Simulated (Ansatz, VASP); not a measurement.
# Cross-check of Sb (dimer Sb chain) between VASP and Ansatz, part 2 of 2

Wanted: the spread between two codes on one cell, functional and k mesh. The structure shown is the start of the Ansatz relaxation below; VASP solves that cell, so the two are compared at the walk's first step. Other levels of theory on this material are compared in a session of their own.

VASP 6.6.1 and Ansatz 0.2.0.

So far: The structure; Ansatz: relaxation, r2SCAN.

### Step 3. VASP: single point, r2SCAN, start cell

Level of this step: r2SCAN, zero-moment start; plane waves and PAW (Sb) (VASP).

The same cell, functional, mesh and smearing now go to VASP, with its own data sets.

Lines of VASP's logs that name or quote its potential files are left out, and so is its time.

Contents of INCAR:

```
SYSTEM = Sb
PREC = Accurate
ENCUT = 440
EDIFF = 1E-06
NELM = 200
ISMEAR = -1
SIGMA = 0.05
LREAL = .FALSE.
ALGO = Normal
METAGGA = R2SCAN
LASPH = .TRUE.
NBANDS = 12
ISPIN = 2
MAGMOM = -0 -0
LORBIT = 11
LWAVE = .FALSE.
LCHARG = .FALSE.
ISIF = 2
GGA_COMPAT = .FALSE.
LMIXTAU = .TRUE.
KPAR = 2
```

Contents of POSCAR:

```
Sb
1.0
    7.5000000000      0.0000000000      0.0000000000
    0.0000000000      7.5000000000      0.0000000000
    0.0000000000      0.0000000000      5.2820000000
Sb
2
Direct
    0.5000000000      0.5000000000      0.0000000000
    0.5000000000      0.5000000000      0.4500000000
```

Contents of KPOINTS:

```
Automatic mesh
0
Gamma
1 1 16
0 0 0
```

Potentials, in the order of the species: Sb (PBE family, release 64).

On the command line:

```console
> mpirun -np 2 vasp_std
```

Numbers of over 12 decimals in the logs are rounded to 6 here.

What it wrote:

```text
[banner, memory and clock lines left out]
running    2 mpi-ranks, on    1 nodes
 distrk:  each k-point on    1 cores,    2 groups
 distr:  one band on    1 cores,    1 groups

 POSCAR found type information on POSCAR Sb
 POSCAR found :  1 types and       2 ions
|                                                                             |
|               ----> ADVICE to this user running VASP <----                  |
|                                                                             |
|     You enforced a specific xc type in the INCAR file but a different       |
|     [... a line on the potential file left out ...]
|     I HOPE YOU KNOW WHAT YOU ARE DOING!                                     |
|                                                                             |

 LDA part: xc-table for (None), standard interpolation
 POSCAR, INCAR and KPOINTS ok, starting setup
 FFT: planning ... GRIDC
 FFT: planning ... GRID_SOFT
 FFT: planning ... GRID
 WAVECAR not read
 entering main loop
       N       E                     dE             d eps       ncg     rms          rms(c)
DAV:   1    -0.681576688949E+00   -0.68158E+00   -0.24943E+03   432   0.458E+02
DAV:   2    -0.461965312316E+02   -0.45515E+02   -0.44113E+02   624   0.882E+01
DAV:   3    -0.497222488129E+02   -0.35257E+01   -0.34865E+01   568   0.270E+01
DAV:   4    -0.497976134102E+02   -0.75365E-01   -0.75068E-01   500   0.507E+00
DAV:   5    -0.498001650486E+02   -0.25516E-02   -0.25514E-02   624   0.106E+00    0.286E+00
DAV:   6    -0.491805048687E+02    0.61966E+00   -0.15811E-01   512   0.240E+00    0.191E+00
DAV:   7    -0.478204640097E+02    0.13600E+01   -0.24671E-01   488   0.240E+00    0.511E-01
DAV:   8    -0.481064763442E+02   -0.28601E+00   -0.91724E-02   472   0.164E+00    0.188E-01
DAV:   9    -0.484852777428E+02   -0.37880E+00   -0.14265E-01   456   0.170E+00    0.153E-01
DAV:  10    -0.483478480960E+02    0.13743E+00   -0.41705E-02   448   0.121E+00    0.128E-01
DAV:  11    -0.483571317212E+02   -0.92836E-02   -0.14978E-02   480   0.979E-01    0.496E-02
DAV:  12    -0.483066331468E+02    0.50499E-01   -0.32064E-02   464   0.968E-01    0.384E-02
DAV:  13    -0.483228430882E+02   -0.16210E-01   -0.20717E-03   464   0.299E-01    0.328E-02
DAV:  14    -0.483627189342E+02   -0.39876E-01   -0.16921E-02   480   0.754E-01    0.386E-02
[...]
DAV:  19    -0.483402453541E+02   -0.81622E-03   -0.30433E-04   448   0.140E-01    0.492E-03
DAV:  20    -0.483403106424E+02   -0.65288E-04   -0.14552E-05   480   0.357E-02    0.428E-03
DAV:  21    -0.483402086678E+02    0.10197E-03   -0.31303E-05   432   0.441E-02    0.238E-03
DAV:  22    -0.483403142804E+02   -0.10561E-03   -0.18791E-05   432   0.348E-02    0.161E-03
DAV:  23    -0.483403087940E+02    0.54864E-05   -0.17897E-06   448   0.122E-02    0.732E-04
DAV:  24    -0.483403327085E+02   -0.23914E-04   -0.58621E-06   448   0.171E-02    0.219E-04
DAV:  25    -0.483403354638E+02   -0.27553E-05   -0.80870E-07   432   0.867E-03    0.160E-04
DAV:  26    -0.483403356433E+02   -0.17955E-06   -0.19156E-07   528   0.440E-03
   1 F= -.48340336E+02 E0= -.48331535E+02  d E =-.176020E-01  mag=    -0.0000
```

Parts of OUTCAR (step 3):

```text
ion  position               nearest neighbor table
   1  0.500  0.500  0.000-   2 2.38   2 2.91
   2  0.500  0.500  0.450-   1 2.38   1 2.91

  LATTYP: Found a simple tetragonal cell.
 ALAT       =     7.5000000000
 C/A-ratio  =     0.7042666667

 Subroutine GETGRP returns: Found 16 space group operations
 (whereof  8 operations were pure point group operations)

The static configuration has the point symmetry C_4v.
 The point group associated with its full space group is D_4h.

 Found      9 irreducible k-points:

   k-points           NKPTS =      9   k-points in BZ     NKDIM =      9   number of bands    NBANDS=     12

   dimension x,y,z NGX =    54 NGY =   54 NGZ =   36
   dimension x,y,z NGXF=   108 NGYF=  108 NGZF=   72

   ENCUT  =  440.0 eV  32.34 Ry    5.69 a.u.  12.83 12.83  9.03*2*pi/ulx,y,z

   NELECT =      10.0000    total number of electrons

 k-points in reciprocal lattice and weights: Automatic mesh
   0.00000000  0.00000000  0.00000000       0.062
   0.00000000  0.00000000  0.06250000       0.125
   0.00000000  0.00000000  0.12500000       0.125
   0.00000000  0.00000000  0.18750000       0.125
   0.00000000  0.00000000  0.25000000       0.125
   0.00000000  0.00000000  0.31250000       0.125
   0.00000000  0.00000000  0.37500000       0.125
   0.00000000  0.00000000  0.43750000       0.125
   0.00000000  0.00000000  0.50000000       0.062

 average (electrostatic) potential at core
       1-100.0699       2-100.0699

 E-fermi :  -2.2175

 spin component 1
 k-point     1 :       0.0000    0.0000    0.0000
  band No.  band energies     occupation
      1     -13.9745      1.00000
      2      -7.7983      1.00000
      3      -6.9668      1.00000
      4      -4.6848      1.00000
      5      -4.6848      1.00000
      6      -0.0415      0.00000
      7      -0.0415      0.00000
      8       1.3057      0.00000
      9       2.7044      0.00000
     10       3.7967      0.00000
    ...

 k-point     2 :       0.0000    0.0000    0.0625
  band No.  band energies     occupation
      1     -13.9564      1.00000
      2      -8.2298      1.00000
      3      -6.4801      1.00000
      4      -4.6619      1.00000
      5      -4.6619      1.00000
      6      -0.1446      0.00000
      7      -0.1446      0.00000
      8       1.3264      0.00000
      9       2.7257      0.00000
     10       3.8175      0.00000
    ...

 k-point     3 :       0.0000    0.0000    0.1250
  band No.  band energies     occupation
      1     -13.9025      1.00000
      2      -8.8637      1.00000
      3      -5.6809      1.00000
      4      -4.5938      1.00000
      5      -4.5938      1.00000
      6      -0.4182      0.00000
      7      -0.4182      0.00000
      8       1.3883      0.00000
      9       2.7895      0.00000
     10       3.8800      0.00000
    ...

 k-point     4 :       0.0000    0.0000    0.1875
  band No.  band energies     occupation
      1     -13.8153      1.00000
      2      -9.4676      1.00000
      3      -4.8026      1.00000
      4      -4.4823      1.00000
      5      -4.4823      1.00000
      6      -0.7918      0.00000
      7      -0.7918      0.00000
      8       1.4911      0.00000
      9       2.8957      0.00000
     10       3.9839      0.00000
    ...

 k-point     5 :       0.0000    0.0000    0.2500
  band No.  band energies     occupation
      1     -13.6993      1.00000
      2     -10.0127      1.00000
      3      -4.3311      1.00000
      4      -4.3311      1.00000
      5      -3.8753      1.00000
      6      -1.2051      0.00000
      7      -1.2051      0.00000
      8       1.6334      0.00000
      9       3.0442      0.00000
     10       4.1287      0.00000
    ...

 k-point     6 :       0.0000    0.0000    0.3125
  band No.  band energies     occupation
      1     -13.5636      1.00000
      2     -10.4843      1.00000
      3      -4.1476      1.00000
      4      -4.1476      1.00000
      5      -2.9176      1.00000
      6      -1.6158      0.00001
      7      -1.6158      0.00001
      8       1.8115      0.00000
      9       3.2346      0.00000
     10       3.9075      0.00000
    ...

  Total        0.3303453      0.3303453      9.2882677      0.0000000      0.0000000     -0.0000000
  in kB        1.7813850      1.7813850     50.0869267      0.0000000      0.0000000     -0.0000000
  external PRESSURE =      17.8832322 kB  Pullay stress =       0.0000000 kB

  energy-cutoff  :      440.00
  volume of cell :      297.11
      direct lattice vectors                 reciprocal lattice vectors
     7.500000000  0.000000000  0.000000000     0.133333333  0.000000000  0.000000000
     0.000000000  7.500000000  0.000000000     0.000000000  0.133333333  0.000000000
     0.000000000  0.000000000  5.282000000     0.000000000  0.000000000  0.189322226

 POSITION                                       TOTAL-FORCE (eV/Angst)
 -----------------------------------------------------------------------------------
      3.75000      3.75000      0.00000         0.000000     -0.000000     -3.965288
      3.75000      3.75000      2.37690         0.000000      0.000000      3.965288
 -----------------------------------------------------------------------------------
    total drift:                                0.000000      0.000000     -0.000011

  FREE ENERGIE OF THE ION-ELECTRON SYSTEM (eV)
  ---------------------------------------------------
  free  energy   TOTEN  =       -48.3403356433 eV

  energy  without entropy=      -48.3227336052  energy(sigma->0) =      -48.33153462

 total charge
# of ion       s       p       d       tot
------------------------------------------
    1        1.199   1.232   0.036   2.466
    2        1.199   1.232   0.036   2.466
--------------------------------------------------
tot          2.398   2.463   0.072   4.933

 magnetization (x)
# of ion       s       p       d       tot
------------------------------------------
    1       -0.000  -0.000  -0.000  -0.000
    2       -0.000  -0.000  -0.000  -0.000
--------------------------------------------------
tot         -0.000  -0.000  -0.000  -0.000

[... 6 further parts left out ...]
```

### Step 4. Differences

Known differences besides the potentials themselves: VASP keeps PBE cores, Ansatz makes them for the functional; the data sets hold 30 valence electrons in Ansatz (on its default PAW (the set named soft_2) files) and 10 in VASP; the cutoff is 500 eV in Ansatz and 440 eV in VASP. Total energies have different zeros and are not compared.

Forces (eV/Å; atoms numbered as in POSCAR):

```csv
atom,"Ansatz x, y, z","VASP x, y, z"
Sb1,"0.000, 0.000, -3.876","0.000, 0.000, -3.965"
Sb2,"0.000, 0.000, 3.876","0.000, 0.000, 3.965"
```

The forces differ by 52 meV/Å r.m.s., which is 2.3 % of the r.m.s. force of 2.289 eV/Å (both taken over all components). Moments aren't recorded for both runs of this pair, so they may hold unlike magnetic states.

### Step 5. Results

```
r.m.s. force difference (single point, r2SCAN, start cell) : 2.3 % of the r.m.s. force
```

What this shows: The r.m.s. force difference is 2.3 % of the r.m.s. force (single point, r2SCAN, start cell), within the 3 % picked in this series as the mark of a large difference. The data sets hold unlike numbers of valence electrons (30 in Ansatz and 10 in VASP), so part of the differences comes from the potentials. 7 further runs of this series are not shown here. Such differences can come from data sets, numerical settings and the points named under the comparisons, not from the functional's error against experiment.

[Lines on the potential files, build, host, timing and source positions are cut from VASP's logs without a mark.]

[Logs are printed without paths, hosts, clocks, repeated set-up lines and the standing remarks that a program may print on its own settings, such as how far it seeks lower states.]

[Hosts, paths, dates, database ids (printed as entryN), source tags and the programs' standing remarks are cut or masked in the printed files.]
